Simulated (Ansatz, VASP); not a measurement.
## FeSb2 in two plane-wave programs

Aim: how closely do two programs agree when they are given the same cell, functional and k mesh? The cell is taken from a series of VASP runs on this material, whose earlier steps may have relaxed, scaled or displaced it; both programs get it as it stands.

Calculated with Ansatz 0.2.0; plane waves, with VASP 6.6.1 beside it; relaxation of cell and atoms at LDA, DFT+U.

**1. The structure**

Symmetry: Pnnm, No. 58, orthorhombic system. Conventional cell: a = 5.673 Å, b = 6.446 Å, c = 3.093 Å, α = 90.00°, β = 90.00°, γ = 90.00°. Nearest to Sb lie 3 Fe at 2.51 to 2.54 Å. Nearest to Fe lie 6 Sb at 2.51 to 2.54 Å. Farther neighbours are not listed.

Coordinates:

```
Sb Fe
1.0
     5.67331    0.00000    0.00000
     0.00000    6.44554    0.00000
     0.00000    0.00000    3.09333
Sb Fe
4 2
Cartesian
  1.7484 0.9310 1.5467
  3.9249 5.5145 1.5467
  4.5851 2.2917 0.0000
  1.0882 4.1538 0.0000
  2.8367 3.2228 1.5467
  0.0000 0.0000 0.0000
```

**2. VASP: relaxation of cell and atoms, LDA, DFT+U**

The relaxed volume is the usual yardstick between codes: its relative difference is about their pressure difference at one cell divided by the bulk modulus.

Lines of VASP's logs that name or quote its potential files are left out, and so is its time.

Contents of INCAR:

```
SYSTEM = FeSb2
PREC = Accurate
ENCUT = 450
EDIFF = 1E-07
NELM = 100
ISMEAR = 1
SIGMA = 0.15
LREAL = .FALSE.
ALGO = Normal
GGA = CA
NBANDS = 24
LDAU = .TRUE.
LDAUTYPE = 2
LDAUL = -1 2
LDAUU = 0 5.3
LDAUJ = 0 0
LDAUPRINT = 1
LASPH = .TRUE.
LMAXMIX = 4
LORBIT = 11
LWAVE = .FALSE.
LCHARG = .FALSE.
KPAR = 4
IBRION = 2
NSW = 50
ISIF = 3
EDIFFG = -0.002
```

Contents of POSCAR:

```
FeSb2
1.0
    5.6733059400      0.0000000000      0.0000000000
    0.0000000000      6.4455448516      0.0000000000
    0.0000000000      0.0000000000      3.0933313447
Sb Fe
4 2
Direct
    0.3081826041      0.1444460245      0.5000000000
    0.6918173959      0.8555539755      0.5000000000
    0.8081826041      0.3555539755      0.0000000000
    0.1918173959      0.6444460245      0.0000000000
    0.5000000000      0.5000000000      0.5000000000
    0.0000000000      0.0000000000      0.0000000000
```

Contents of KPOINTS:

```
Automatic mesh
0
Gamma
6 6 12
0 0 0
```

The projector-augmented-wave data sets are Sb and Fe (LDA family, release 64).

The run is started by

```console
mpirun -np 4 vasp_std
```

Numbers of over 12 decimals in the logs are rounded to 6 here.

What it wrote:

```text
[banner, memory and clock lines left out]
running    4 mpi-ranks, on    1 nodes
 distrk:  each k-point on    1 cores,    4 groups
 distr:  one band on    1 cores,    1 groups

 POSCAR found type information on POSCAR SbFe
 POSCAR found :  2 types and       6 ions
 LDA part: xc-table for (Slater(with rela. corr.)+CA(PZ))
 , standard interpolation
 POSCAR, INCAR and KPOINTS ok, starting setup
 FFT: planning ... GRIDC
 FFT: planning ... GRID_SOFT
 FFT: planning ... GRID
 WAVECAR not read
 entering main loop
       N       E                     dE             d eps       ncg     rms          rms(c)
DAV:   1     0.238235114394E+03    0.23824E+03   -0.12549E+04  5376   0.123E+03
DAV:   2    -0.945777692286E+01   -0.24769E+03   -0.23990E+03  5392   0.300E+02
DAV:   3    -0.277828776818E+02   -0.18325E+02   -0.17565E+02  7264   0.943E+01
DAV:   4    -0.284141403041E+02   -0.63126E+00   -0.62962E+00  6240   0.185E+01
DAV:   5    -0.284423235483E+02   -0.28183E-01   -0.28173E-01  7848   0.380E+00    0.143E+01
DAV:   6    -0.302437114188E+02   -0.18014E+01   -0.19375E+01  7400   0.652E+01    0.160E+01
DAV:   7    -0.278673781507E+02    0.23763E+01   -0.21320E+01  7688   0.659E+01    0.887E+00
DAV:   8    -0.278749545356E+02   -0.75764E-02   -0.20028E+00  8088   0.145E+01    0.303E+00
DAV:   9    -0.278682795358E+02    0.66750E-02   -0.24432E-01  8248   0.584E+00    0.164E+00
DAV:  10    -0.279598641881E+02   -0.91585E-01   -0.12991E-01  9296   0.412E+00    0.736E-01
DAV:  11    -0.280076810411E+02   -0.47817E-01   -0.10486E-01  9088   0.347E+00    0.417E-01
DAV:  12    -0.280111822660E+02   -0.35012E-02   -0.10764E-02  6688   0.948E-01    0.217E-01
DAV:  13    -0.280124755564E+02   -0.12933E-02   -0.33888E-03  8944   0.546E-01    0.738E-02
DAV:  14    -0.280125275706E+02   -0.52014E-04   -0.32389E-04  5936   0.163E-01    0.356E-02
DAV:  15    -0.280125578867E+02   -0.30316E-04   -0.18458E-04  8968   0.156E-01    0.116E-02
DAV:  16    -0.280125632145E+02   -0.53278E-05   -0.19976E-05  6608   0.371E-02    0.109E-02
DAV:  17    -0.280125669838E+02   -0.37694E-05   -0.10581E-05  8632   0.290E-02    0.546E-03
DAV:  18    -0.280125676453E+02   -0.66147E-06   -0.42057E-06  8504   0.245E-02    0.215E-03
DAV:  19    -0.280125678397E+02   -0.19441E-06   -0.11892E-06  6128   0.984E-03    0.197E-03
DAV:  20    -0.280125678563E+02   -0.16546E-07   -0.13298E-07  3896   0.341E-03
   1 F= -.28012568E+02 E0= -.28012652E+02  d E =-.280126E+02
 curvature:   0.00 expect dE= 0.000E+00 dE for cont linesearch  0.000E+00
 trial: gam= 0.00000 g(F)=  0.604E-07 g(S)=  0.664E-05 ort = 0.000E+00 (trialstep = 0.100E+01)
 search vector abs. value=  0.670E-05
 bond charge predicted
       N       E                     dE             d eps       ncg     rms          rms(c)
DAV:   1    -0.280126107110E+02   -0.42871E-04   -0.76517E-04  5576   0.397E-01    0.640E-02
DAV:   2    -0.280127323251E+02   -0.12161E-03   -0.13886E-03  7664   0.605E-01    0.113E-01
DAV:   3    -0.280125678630E+02    0.16446E-03   -0.73103E-04  7600   0.446E-01    0.132E-02
DAV:   4    -0.280125678844E+02   -0.21410E-07   -0.28810E-05  5640   0.280E-02    0.787E-03
DAV:   5    -0.280125672555E+02    0.62888E-06   -0.24531E-06  7552   0.242E-02    0.371E-03
DAV:   6    -0.280125672726E+02   -0.17104E-07   -0.16244E-07  3456   0.483E-03
   2 F= -.28012567E+02 E0= -.28012651E+02  d E =0.583659E-06
 trial-energy change:    0.000001  1 .order   -0.000003   -0.000007    0.000001
 step:   0.8697(harm=  0.8697)  dis= 0.00002  next Energy=   -28.012571 (dE=-0.292E-05)
 reached required accuracy - stopping structural energy minimisation
```

From OUTCAR (step 2):

```text
ion  position               nearest neighbor table
   1  0.308  0.144  0.500-   6 2.51   6 2.51   5 2.54   2 2.86   3 3.51   3 3.51   3 3.51   3 3.51
                             4 3.64   4 3.64   4 3.64   4 3.64
   2  0.692  0.856  0.500-   6 2.51   6 2.51   5 2.54   1 2.86   4 3.51   4 3.51   4 3.51   4 3.51
                             3 3.64   3 3.64   3 3.64   3 3.64
   3  0.808  0.356  0.000-   5 2.51   5 2.51   6 2.54   4 2.86   1 3.51   1 3.51   1 3.51   1 3.51
                             2 3.64   2 3.64   2 3.64   2 3.64
   4  0.192  0.644  0.000-   5 2.51   5 2.51   6 2.54   3 2.86   2 3.51   2 3.51   2 3.51   2 3.51
                             1 3.64   1 3.64   1 3.64   1 3.64
   5  0.500  0.500  0.500-   3 2.51   4 2.51   3 2.51   4 2.51   1 2.54   2 2.54
   6  0.000  0.000  0.000-   1 2.51   2 2.51   1 2.51   2 2.51   3 2.54   4 2.54

  LATTYP: Found a simple orthorhombic cell.
 ALAT       =     3.0933313447
 B/A-ratio  =     1.8340440476
 C/A-ratio  =     2.0836904080

 Subroutine GETGRP returns: Found  8 space group operations
 (whereof  4 operations were pure point group operations)

The static configuration has the point symmetry C_2h.
 The point group associated with its full space group is D_2h.

 Found    112 irreducible k-points:

   k-points           NKPTS =    112   k-points in BZ     NKDIM =    112   number of bands    NBANDS=     24

   dimension x,y,z NGX =    40 NGY =   48 NGZ =   24
   dimension x,y,z NGXF=    80 NGYF=   96 NGZF=   48

   ENCUT  =  450.0 eV  33.07 Ry    5.75 a.u.   9.81 11.15  5.35*2*pi/ulx,y,z

   NELECT =      36.0000    total number of electrons

 k-points in reciprocal lattice and weights: Automatic mesh
   0.00000000  0.00000000  0.00000000       0.002
   0.16666667  0.00000000  0.00000000       0.005
   0.33333333  0.00000000  0.00000000       0.005
   0.50000000  0.00000000  0.00000000       0.002
   0.00000000  0.16666667  0.00000000       0.005
   0.16666667  0.16666667  0.00000000       0.009
   0.33333333  0.16666667  0.00000000       0.009
   0.50000000  0.16666667  0.00000000       0.005
   0.00000000  0.33333333  0.00000000       0.005
[...]
0.33333333  0.50000000  0.50000000       0.005
   0.50000000  0.50000000  0.50000000       0.002

atom =   5  type =  2  l = 2

 onsite density matrix

spin component  1

  0.6406  0.0000  0.0573  0.0000  0.1471
  0.0000  0.8384  0.0000  0.0730  0.0000
  0.0573  0.0000  0.3834  0.0000 -0.0203
  0.0000  0.0730  0.0000  0.7415  0.0000
  0.1471  0.0000 -0.0203  0.0000  0.7620

spin component  2

 occupancies and eigenvectors

  o =  0.3635  v = -0.2762 -0.0000  0.9493  0.0000  0.1503  0.0000  0.0000  0.0000  0.0000  0.0000      0.0000  0.0000  0.0000  0.0000  0.0000  0.0000  0.0000  0.0000  0.0000  0.0000
  o =  0.3635  v =  0.0000  0.0000  0.0000  0.0000  0.0000 -0.2762 -0.0000  0.9493  0.0000  0.1503      0.0000  0.0000  0.0000  0.0000  0.0000  0.0000  0.0000  0.0000  0.0000  0.0000
  o =  0.5615  v =  0.0000  0.0000  0.0000  0.0000  0.0000  0.7805  0.0000  0.3128 -0.0000 -0.5413      0.0000  0.0000  0.0000  0.0000  0.0000  0.0000  0.0000  0.0000  0.0000  0.0000
  o =  0.5615  v =  0.7805  0.0000  0.3128 -0.0000 -0.5413  0.0000  0.0000  0.0000  0.0000  0.0000      0.0000  0.0000  0.0000  0.0000  0.0000  0.0000  0.0000  0.0000  0.0000  0.0000
  o =  0.7024  v = -0.0000  0.4728  0.0000 -0.8812 -0.0000  0.0000  0.0000  0.0000  0.0000  0.0000      0.0000  0.0000  0.0000  0.0000  0.0000  0.0000  0.0000  0.0000  0.0000  0.0000
  o =  0.7024  v =  0.0000  0.0000  0.0000  0.0000  0.0000 -0.0000  0.4728  0.0000 -0.8812 -0.0000      0.0000  0.0000  0.0000  0.0000  0.0000  0.0000  0.0000  0.0000  0.0000  0.0000
  o =  0.8609  v =  0.0000  0.0000  0.0000  0.0000  0.0000 -0.5608  0.0000 -0.0322  0.0000 -0.8273      0.0000  0.0000  0.0000  0.0000  0.0000  0.0000  0.0000  0.0000  0.0000  0.0000
  o =  0.8609  v = -0.5608  0.0000 -0.0322  0.0000 -0.8273  0.0000  0.0000  0.0000  0.0000  0.0000      0.0000  0.0000  0.0000  0.0000  0.0000  0.0000  0.0000  0.0000  0.0000  0.0000
  o =  0.8775  v =  0.0000  0.0000  0.0000  0.0000  0.0000  0.0000  0.8812  0.0000  0.4728  0.0000      0.0000  0.0000  0.0000  0.0000  0.0000  0.0000  0.0000  0.0000  0.0000  0.0000
  o =  0.8775  v =  0.0000  0.8812  0.0000  0.4728  0.0000  0.0000  0.0000  0.0000  0.0000  0.0000      0.0000  0.0000  0.0000  0.0000  0.0000  0.0000  0.0000  0.0000  0.0000  0.0000

atom =   6  type =  2  l = 2

 onsite density matrix

spin component  1

  0.6406  0.0000 -0.0573  0.0000 -0.1471
  0.0000  0.8384  0.0000 -0.0730  0.0000
 -0.0573  0.0000  0.3834  0.0000 -0.0203
  0.0000 -0.0730  0.0000  0.7415  0.0000
 -0.1471  0.0000 -0.0203  0.0000  0.7620

spin component  2

 occupancies and eigenvectors

  o =  0.3635  v = -0.2762  0.0000 -0.9493  0.0000 -0.1503  0.0000  0.0000  0.0000  0.0000  0.0000      0.0000  0.0000  0.0000  0.0000  0.0000  0.0000  0.0000  0.0000  0.0000  0.0000
  o =  0.3635  v =  0.0000  0.0000  0.0000  0.0000  0.0000 -0.2762  0.0000 -0.9493  0.0000 -0.1503      0.0000  0.0000  0.0000  0.0000  0.0000  0.0000  0.0000  0.0000  0.0000  0.0000
  o =  0.5615  v =  0.0000  0.0000  0.0000  0.0000  0.0000 -0.7805 -0.0000  0.3128  0.0000 -0.5413      0.0000  0.0000  0.0000  0.0000  0.0000  0.0000  0.0000  0.0000  0.0000  0.0000
  o =  0.5615  v = -0.7805 -0.0000  0.3128  0.0000 -0.5413  0.0000  0.0000  0.0000  0.0000  0.0000      0.0000  0.0000  0.0000  0.0000  0.0000  0.0000  0.0000  0.0000  0.0000  0.0000
  o =  0.7024  v =  0.0000 -0.4728 -0.0000 -0.8812  0.0000  0.0000  0.0000  0.0000  0.0000  0.0000      0.0000  0.0000  0.0000  0.0000  0.0000  0.0000  0.0000  0.0000  0.0000  0.0000
  o =  0.7024  v =  0.0000  0.0000  0.0000  0.0000  0.0000  0.0000 -0.4728 -0.0000 -0.8812  0.0000      0.0000  0.0000  0.0000  0.0000  0.0000  0.0000  0.0000  0.0000  0.0000  0.0000
  o =  0.8609  v = -0.5608  0.0000  0.0322  0.0000  0.8273  0.0000  0.0000  0.0000  0.0000  0.0000      0.0000  0.0000  0.0000  0.0000  0.0000  0.0000  0.0000  0.0000  0.0000  0.0000
  o =  0.8609  v =  0.0000  0.0000  0.0000  0.0000  0.0000 -0.5608  0.0000  0.0322  0.0000  0.8273      0.0000  0.0000  0.0000  0.0000  0.0000  0.0000  0.0000  0.0000  0.0000  0.0000
  o =  0.8775  v =  0.0000  0.0000  0.0000  0.0000  0.0000  0.0000  0.8812  0.0000 -0.4728 -0.0000      0.0000  0.0000  0.0000  0.0000  0.0000  0.0000  0.0000  0.0000  0.0000  0.0000
  o =  0.8775  v =  0.0000  0.8812  0.0000 -0.4728 -0.0000  0.0000  0.0000  0.0000  0.0000  0.0000      0.0000  0.0000  0.0000  0.0000  0.0000  0.0000  0.0000  0.0000  0.0000  0.0000

 average (electrostatic) potential at core
       1 -84.0687       2 -84.0687       3 -84.0687       4 -84.0687       5 -39.5470
       6 -39.5470

 E-fermi :   9.2819

 k-point     1 :       0.0000    0.0000    0.0000
  band No.  band energies     occupation
    ...
     14       7.5286      2.00000
     15       7.7439      2.00000
     16       8.0723      2.00000
     17       8.2460      2.00000
     18       8.4880      2.00000
     19      10.4223     -0.00000
     20      11.6593     -0.00000
     21      13.0591      0.00000
     22      13.5872      0.00000
     23      13.8274      0.00000
    ...

 k-point     2 :       0.1667    0.0000    0.0000
  band No.  band energies     occupation
    ...
     14       7.5048      2.00000
     15       7.7880      2.00000
     16       8.0192      2.00000
     17       8.2586      2.00000
     18       8.6119      2.00000
     19      10.5677     -0.00000
     20      11.8661     -0.00000
     21      12.9509      0.00000
     22      13.0661      0.00000
     23      13.6452      0.00000
    ...

 k-point     3 :       0.3333    0.0000    0.0000
  band No.  band energies     occupation
    ...
     14       7.5906      2.00000
     15       7.8879      2.00000
     16       7.9017      2.00000
     17       8.3144      2.00000
     18       8.9106      2.00259
     19      11.1411     -0.00000
     20      11.8322     -0.00000
     21      12.4476      0.00000
     22      12.9653      0.00000
     23      13.5852      0.00000
    ...

 k-point     4 :       0.5000    0.0000    0.0000
  band No.  band energies     occupation
    ...
     14       7.5579      2.00000
     15       7.8257      2.00000
     16       7.8257      2.00000
     17       8.5216      2.00000
     18       8.5216      2.00000
     19      11.8526     -0.00000
     20      11.8526     -0.00000
     21      12.9143      0.00000
     22      12.9143      0.00000
     23      13.3154      0.00000
    ...

 k-point     5 :       0.0000    0.1667    0.0000
  band No.  band energies     occupation
    ...
     14       7.5037      2.00000
     15       7.7436      2.00000
     16       8.0688      2.00000
     17       8.2432      2.00000
     18       8.4951      2.00000
     19      10.5009     -0.00000
     20      11.7969     -0.00000
     21      11.8433     -0.00000
     22      13.4570      0.00000
     23      13.5907      0.00000
    ...

 k-point     6 :       0.1667    0.1667    0.0000
  band No.  band energies     occupation
    ...
     14       7.5180      2.00000
     15       7.7790      2.00000
     16       8.0329      2.00000
     17       8.2460      2.00000
     18       8.5534      2.00000
     19      10.8160     -0.00000
     20      11.8942     -0.00000
     21      11.9960     -0.00000
     22      12.5430      0.00000
     23      13.7876      0.00000
    ...

  Total        0.0066472     -0.0020866      0.0014122      0.0000000      0.0000000      0.0000000
  in kB        0.0941876     -0.0295667      0.0200098      0.0000000      0.0000000      0.0000000
  external PRESSURE =       0.0282102 kB  Pullay stress =       0.0000000 kB

  energy-cutoff  :      450.00
  volume of cell :      113.07
      direct lattice vectors                 reciprocal lattice vectors
     5.672433325  0.000000000  0.000000000     0.176291186 -0.000000000  0.000000000
     0.000000000  6.445069037  0.000000000     0.000000000  0.155157376  0.000000000
     0.000000000  0.000000000  3.092849020     0.000000000  0.000000000  0.323326484

 POSITION                                       TOTAL-FORCE (eV/Angst)
 -----------------------------------------------------------------------------------
      1.74817      0.93096      1.54642         0.000951      0.000850      0.000000
      3.92426      5.51411      1.54642        -0.000951     -0.000850      0.000000
      4.58439      2.29157      3.09285         0.000951     -0.000850      0.000000
      1.08804      4.15349      0.00000        -0.000951      0.000850      0.000000
      2.83622      3.22253      1.54642        -0.000000      0.000000      0.000000
      0.00000      0.00000      0.00000         0.000000      0.000000      0.000000
 -----------------------------------------------------------------------------------
    total drift:                                0.000000      0.000000     -0.000000

  FREE ENERGIE OF THE ION-ELECTRON SYSTEM (eV)
  ---------------------------------------------------
  free  energy   TOTEN  =       -28.0125672726 eV

  energy  without entropy=      -28.0128184164  energy(sigma->0) =      -28.01265099

 reached required accuracy - stopping structural energy minimisation

 total charge
# of ion       s       p       d       tot
------------------------------------------
    1        1.158   1.282   0.073   2.513
    2        1.158   1.282   0.073   2.513
    3        1.158   1.282   0.073   2.513
    4        1.158   1.282   0.073   2.513
    5        0.397   0.518   6.694   7.609
    6        0.397   0.518   6.694   7.609
--------------------------------------------------
tot          5.427   6.163  13.678  25.268
```

This run has no spin polarisation, so a moment on Fe, if there is one, isn't seen. Methfessel-Paxton smearing is not meant for a cell with a gap.

(Continued in part 2 of 2.)

[Lines on the potential files, build, host, timing and source positions are cut from VASP's logs without a mark.]

[Logs are printed without paths, hosts, clocks, repeated set-up lines and the standing remarks that a program may print on its own settings, such as how far it seeks lower states.]

[Hosts, paths, dates, database ids (printed as entryN), source tags and the programs' standing remarks are cut or masked in the printed files.]
